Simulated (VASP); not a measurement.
# MnF2 (P4_2/mnm) in VASP: further runs, part 2 of 2

VASP 6.6.1.

## 4. Relaxation of cell and atoms, PBE, collinear spin, ferromagnetic start

INCAR reads:

```
PREC = Accurate ; ENCUT = 680
EDIFF = 1E-6 ; ISMEAR = -1
SIGMA = 0.05 ; LREAL = False
LASPH = True ; NELM = 150
ALGO = Normal ; ISIF = 3
LWAVE = False ; LCHARG = False
ISPIN = 2 ; MAGMOM = 4 4 0 0 0 0
LORBIT = 11 ; LMAXMIX = 4
GGA = PE ; IBRION = 2
NSW = 60 ; EDIFFG = -0.005
```

KPOINTS reads:

```
regular mesh
0
Gamma
  5 5 6
```

POSCAR reads:

```
MnF2
1.0
    4.8738000000      0.0000000000      0.0000000000
    0.0000000000      4.8738000000      0.0000000000
    0.0000000000      0.0000000000      3.3107000000
Mn F
2 4
Direct
    0.5000000000      0.5000000000      0.5000000000
    0.0000000000      0.0000000000      0.0000000000
    0.8053000000      0.1947000000      0.5000000000
    0.6947000000      0.6947000000      0.0000000000
    0.1947000000      0.8053000000      0.5000000000
    0.3053000000      0.3053000000      0.0000000000
```

Potentials or basis: VASP PAW PBE potentials, release 64 (Mn_sv_GW, F_GW).

Started as:

```
$ cat potpaw_PBE.64/Mn_sv_GW/POTCAR potpaw_PBE.64/F_GW/POTCAR > POTCAR
$ mpirun -np 1 vasp_std > vasp.out
```

It took 10 min on 1 thread of Intel Xeon 6975P-C (Granite Rapids), shared host; peak memory 0.37 GiB.

The run converged. Its results:

| Quantity | Value |
| --- | --- |
| Free energy | -42.6530 eV |
| Relaxed volume | 13.56 Å³/atom |
| Relaxed cell | a = 4.937 Å, b = 4.937 Å, c = 3.338 Å, α = 90.00°, β = 90.00°, γ = 90.00° |
| Space group after relaxing (to 0.05 Å) | P4_2/mnm (No. 136) |
| Energy gained by relaxing | 4.4 meV/atom |
| Ionic steps | 8 |
| Pressure after relaxing | 0.0 GPa |
| Band gap on the k mesh | 1.16 eV, direct |
| Net moment | 10.00 μB per cell |
| Site moments | Mn +4.45; F +0.09 μB |
| Valence electrons inside the program's atomic spheres | Mn 12.83; F 5.81 |

Forces in eV/Å, atoms in the order of the input:
```
Mn   0.000  0.000  0.000
Mn   0.000  0.000  0.000
F   -0.002  0.002  0.000
F    0.002  0.002  0.000
F    0.002 -0.002  0.000
F   -0.002 -0.002  0.000
```

The path:
```csv
step,energy change (eV),largest force (eV/Å),pressure (GPa),volume (Å³)
1,0.0000,0.0422,3.28,78.64
2,-0.0253,0.0142,-0.57,81.74
3,-0.0261,0.0053,0.04,81.23
4,-0.0261,0.0061,0.01,81.28
5,-0.0264,0.0021,-0.02,81.31
6,-0.0265,0.0008,-0.02,81.34
7,-0.0266,0.0075,-0.04,81.40
8,-0.0266,0.0029,-0.04,81.38
```

Final structure:
```yaml
crystal:
  lattice:
    - [4.93748, 0.00000, 0.00000]
    - [0.00000, 4.93748, 0.00000]
    - [0.00000, 0.00000, 3.33829]
  atoms:
    - { symbol: Mn, position: [0.50000, 0.50000, 0.50000] }
    - { symbol: Mn, position: [0.00000, 0.00000, 0.00000] }
    - { symbol: F, position: [0.80519, 0.19481, 0.50000] }
    - { symbol: F, position: [0.69481, 0.69481, 0.00000] }
    - { symbol: F, position: [0.19481, 0.80519, 0.50000] }
    - { symbol: F, position: [0.30519, 0.30519, 0.00000] }
```

Levels at points of the mesh, in eV from the valence-band top:
Spin up:
```
           k point  band 30  band 31  band 32  band 33  band 34  band 35  band 36  band 37  band 38
(0.00, 0.00, 0.00)    -1.71    -1.49    -0.52    -0.52     0.00     1.16     6.52     6.52     7.59
(0.00, 0.00, 0.50)    -1.77    -1.17    -1.17    -0.96    -0.96     5.68     5.68     9.48     9.52
```
Spin down:
| k point | band 22 | band 23 | band 24 | band 25 | band 26 | band 27 |
| --- | --- | --- | --- | --- | --- | --- |
| (0.00, 0.00, 0.00) | -4.43 | -4.43 | -4.15 | 1.84 | 1.88 | 2.27 |
| (0.00, 0.00, 0.50) | -5.00 | -4.81 | -4.81 | 2.27 | 2.27 | 2.35 |

Caveat: an odd mesh through Γ misses points on the zone boundary, where band edges often lie; only a ferromagnetic start was run, and an antiferromagnetic order may lie lower in energy. As with any semilocal functional, this PBE gap is likely too small.

## 5. Relaxation of cell and atoms, PBE, collinear spin, ferromagnetic start

INCAR reads:

```
SYSTEM = MnF2
PREC = Accurate ; ENCUT = 630
EDIFF = 1E-7 ; ISMEAR = -1
SIGMA = 0.05 ; LREAL = .False.
LASPH = .True. ; NELM = 120
ALGO = Fast ; ISIF = 3
LWAVE = .False. ; LCHARG = .False.
ISPIN = 2 ; MAGMOM = 4 4 0 0 0 0
LORBIT = 11 ; LMAXMIX = 4
GGA = PE ; IBRION = 2
NSW = 40 ; EDIFFG = -0.005
```

KPOINTS reads:

```
Automatic mesh
0
Gamma
  5 5 6
  0 0 0
```

POSCAR is that of step 4.

Potentials or basis: VASP PAW PBE potentials, release 64 (Mn_GW, F_GW).

Started as:

```
$ cat potpaw_PBE.64/Mn_GW/POTCAR potpaw_PBE.64/F_GW/POTCAR > POTCAR
$ mpirun -np 1 vasp_std > vasp.out
```

OUTCAR:

```text
SYSTEM = MnF2
   PREC = Accurate
   ENCUT = 630
   EDIFF = 1E-7
   ISMEAR = -1
   LREAL = .False.
   LASPH = .True.
   NELM = 120
   ISIF = 3
   ISPIN = 2
   LORBIT = 11
   GGA = PE
   IBRION = 2
   NSW = 40
   EDIFFG = -0.005

 ion  position               nearest neighbor table
   1  0.500  0.500  0.500-   3 2.10   5 2.10   4 2.13   6 2.13   4 2.13   6 2.13
   2  0.000  0.000  0.000-   4 2.10   6 2.10   5 2.13   3 2.13   3 2.13   5 2.13
   3  0.805  0.195  0.500-   1 2.10   2 2.13   2 2.13
   4  0.695  0.695  0.000-   2 2.10   1 2.13   1 2.13
   5  0.195  0.805  0.500-   1 2.10   2 2.13   2 2.13
   6  0.305  0.305  0.000-   2 2.10   1 2.13   1 2.13

  LATTYP: Found a simple tetragonal cell.
 ALAT       =     4.8738000000
 C/A-ratio  =     0.6792851574

  Lattice vectors:

 A1 = (   4.8738000000,   0.0000000000,   0.0000000000)
 A2 = (   0.0000000000,   4.8738000000,   0.0000000000)
 A3 = (   0.0000000000,   0.0000000000,   3.3107000000)

Analysis of symmetry for initial positions (statically):
=====================================================================
 Subroutine PRICEL returns:
 Original cell was already a primitive cell.

 Routine SETGRP: Setting up the symmetry group for a
 simple tetragonal supercell.

 Subroutine GETGRP returns: Found 16 space group operations
[... 513 lines left out ...]

 number of electron      42.0000061 magnetization      10.0000007

 Free energy of the ion-electron system (eV)
  ---------------------------------------------------
  ext. energy  EPLUGINS =         0.00000000
  ---------------------------------------------------
  free energy    TOTEN  =       -39.38581159 eV

  energy without entropy =      -39.38581155  energy(sigma->0) =      -39.38581157

 E-fermi :   2.9919     XC(G=0):  -9.4813

 val. band max:        2.3559845670   @ k =   0.0000   0.0000   0.0000
 cond. band min:       3.6020887306   @ k =   0.0000   0.0000   0.0000
 fundamental gap:      1.2461041636
 Fermi energy:         2.9918638503

 spin component 1

 k-point     1 :       0.0000    0.0000    0.0000
  band No.  band energies     occupation
      1     -21.9563      1.00000
      2     -21.4863      1.00000
      3     -21.4437      1.00000
      4     -21.4437      1.00000
      5      -5.5461      1.00000
      6      -4.7150      1.00000
[... 757 lines left out ...]
     28       9.2113      0.00000
     29       9.8944      0.00000
 Fermi energy:         2.9918638503

 spin component 2

 k-point     1 :       0.0000    0.0000    0.0000
  band No.  band energies     occupation
      1     -21.7594      1.00000
      2     -21.2961      1.00000
      3     -21.2642      1.00000
      4     -21.2642      1.00000
      5      -5.0118      1.00000
      6      -3.9266      1.00000
[... 790 lines left out ...]
  FREE ENERGIE OF THE ION-ELECTRON SYSTEM (eV)
  ---------------------------------------------------
  free  energy   TOTEN  =       -39.3858115928 eV

  energy  without entropy=      -39.3858115454  energy(sigma->0) =      -39.38581157

 reached required accuracy - stopping structural energy minimisation

 total charge

# of ion       s       p       d       f       tot
--------------------------------------------------
    1        0.197   0.249   5.009   0.022   5.477
    2        0.197   0.249   5.009   0.022   5.477
    3        1.668   4.142   0.000   0.000   5.810
    4        1.668   4.142   0.000   0.000   5.810
    5        1.668   4.142   0.000   0.000   5.810
    6        1.668   4.142   0.000   0.000   5.810
--------------------------------------------------
tot          7.066  17.067  10.018   0.043  34.194

 magnetization (x)

# of ion       s       p       d       f       tot
--------------------------------------------------
    1        0.029   0.024   4.568   0.001   4.622
    2        0.029   0.024   4.568   0.001   4.622
    3        0.008   0.078   0.000   0.000   0.086
    4        0.008   0.078   0.000   0.000   0.086
    5        0.008   0.078   0.000   0.000   0.086
    6        0.008   0.078   0.000   0.000   0.086
--------------------------------------------------
tot          0.090   0.361   9.136   0.003   9.590
```

OSZICAR:

```text
N       E                     dE             d eps       ncg     rms          rms(c)
DAV:   1     0.612914453857E+03    0.61291E+03   -0.22945E+04  2960   0.187E+03
DAV:   2     0.978401284614E+02   -0.51507E+03   -0.48970E+03  2822   0.459E+02
[... 89 lines left out ...]
   8 F= -.39385812E+02 E0= -.39385812E+02  d E =-.784621E-03  mag=    10.0000
       N       E                     dE             d eps       ncg     rms          rms(c)
DAV:   1    -0.393858138574E+02   -0.19930E-05   -0.31568E-04  3291   0.142E-01    0.143E-02
RMM:   2    -0.393858120784E+02    0.17791E-05   -0.53341E-06  3125   0.297E-02    0.871E-03
RMM:   3    -0.393858116623E+02    0.41609E-06   -0.25620E-06  2934   0.132E-02    0.462E-03
RMM:   4    -0.393858115928E+02    0.69503E-07   -0.51652E-07  2267   0.682E-03
   9 F= -.39385812E+02 E0= -.39385812E+02  d E =-.784287E-03  mag=    10.0000
```

Wall time 7 min (1 thread of Intel Xeon 6975P-C (Granite Rapids), shared host); peak memory 0.31 GiB.

Results:

| Quantity | Value |
| --- | --- |
| Free energy | -39.3858 eV |
| Relaxed volume | 13.55 Å³/atom |
| Relaxed cell | a = 4.940 Å, b = 4.940 Å, c = 3.332 Å, α = 90.00°, β = 90.00°, γ = 90.00° |
| Space group after relaxing (to 0.05 Å) | P4_2/mnm (No. 136) |
| Energy gained by relaxing | 4.1 meV/atom |
| Ionic steps | 9 |
| Pressure after relaxing | 0.0 GPa |
| Largest force after relaxing | 0.004 eV/Å |
| Band gap on the k mesh | 1.25 eV, direct |
| Net moment | 10.00 μB per cell |
| Site moments | Mn +4.62; F +0.09 μB |
| Valence electrons inside the program's atomic spheres | Mn 5.48; F 5.81 |

Forces in eV/Å, atoms in the order of the input:
```
Mn   0.000  0.000  0.000
Mn   0.000  0.000  0.000
F   -0.003  0.003  0.000
F    0.003  0.003  0.000
F    0.003 -0.003  0.000
F   -0.003 -0.003  0.000
```

Step by step:
```tsv
step	energy change (eV)	largest force (eV/Å)	pressure (GPa)	volume (Å³)
1	0.0000	0.0372	3.12	78.64
2	-0.0229	0.0150	-0.50	81.58
3	-0.0236	0.0077	0.02	81.13
4	-0.0236	0.0085	-0.03	81.18
5	-0.0240	0.0052	-0.03	81.21
6	-0.0243	0.0017	-0.03	81.25
7	-0.0244	0.0056	-0.06	81.31
8	-0.0244	0.0043	-0.06	81.30
9	-0.0244	0.0041	-0.04	81.30
```

Final structure:
```
CELL_PARAMETERS angstrom
4.93964 0.00000 0.00000
0.00000 4.93964 0.00000
0.00000 0.00000 3.33179
ATOMIC_POSITIONS crystal
Mn 0.50000 0.50000 0.50000
Mn 0.00000 0.00000 0.00000
F 0.80526 0.19474 0.50000
F 0.69474 0.69474 0.00000
F 0.19474 0.80526 0.50000
F 0.30526 0.30526 0.00000
```

Caveat: an odd mesh through Γ misses points on the zone boundary, where band edges often lie; only a ferromagnetic start was run, and an antiferromagnetic order may lie lower in energy. PBE gaps usually lie below the measured ones, often by a third to a half.

## 6. Summary

```csv
potentials or basis,cutoff (eV),gap on the mesh (eV),pressure (GPa),moment (μB),relaxed volume (Å³/atom)
"VASP PAW PBE potentials, release 64 (Mn, F)",580,1.25,0.0,10.00,13.60
"VASP PAW PBE potentials, release 64 (Mn_pv, F)",600,1.21,0.0,10.00,13.63
"VASP PAW PBE potentials, release 64 (Mn_sv_GW, F_GW)",680,1.16,0.0,10.00,13.56
"VASP PAW PBE potentials, release 64 (Mn_GW, F_GW)",630,1.25,0.0,10.00,13.55
```

Alike in all rows: task relaxation of cell and atoms; level PBE; spin collinear, ferromagnetic start; cell relaxed; k mesh 5 × 5 × 6; smearing fermi-dirac 0.05 eV.

Caveats: an odd mesh through Γ misses points on the zone boundary, where band edges often lie; only a ferromagnetic start was run, and an antiferromagnetic order may lie lower in energy.

Total energies depend on the potentials used, so only differences within one code and one set of settings carry meaning.
